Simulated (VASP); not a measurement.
InAs:

```
In As
1.0
     0.00000    3.01800    3.01800
     3.01800    0.00000    3.01800
     3.01800    3.01800    0.00000
In As
1 1
Direct
  0.00000 0.00000 0.00000
  0.75000 0.75000 0.75000
```

```yaml
Program: VASP 6.6.1
Task: relaxation of cell and atoms
Functional: PBE
Potentials_or_basis: VASP PAW PBE potentials, release 64 (In_d, As)
Cutoff: 600 eV
k_mesh: 6 × 6 × 6
Occupations: fermi-dirac, width 0.05 eV
Spin: spin-orbit coupling, no magnetisation
```

At the start: pressure 4.4 GPa; volume 27.49 Å³/atom.

Q: Where does the relaxation end?

A: Over 3 steps the energy falls by 27.7 meV/atom and the volume is 29.64 Å³/atom (+7.8 %); space group F-43m (No. 216, to 0.05 Å).

The path:
```csv
step,energy change (eV),largest force (eV/Å),pressure (GPa),volume (Å³)
1,0.0000,0.0000,4.44,54.98
2,-0.0463,0.0000,-1.46,61.26
3,-0.0554,0.0000,0.03,59.29
```

Final structure:
```xyz
2
Lattice="0.0000 3.0949 3.0949 3.0949 0.0000 3.0949 3.0949 3.0949 0.0000" Properties=species:S:1:pos:R:3 pbc="T T T"
In    0.0000    0.0000    0.0000
As    4.6423    4.6423    4.6423
```
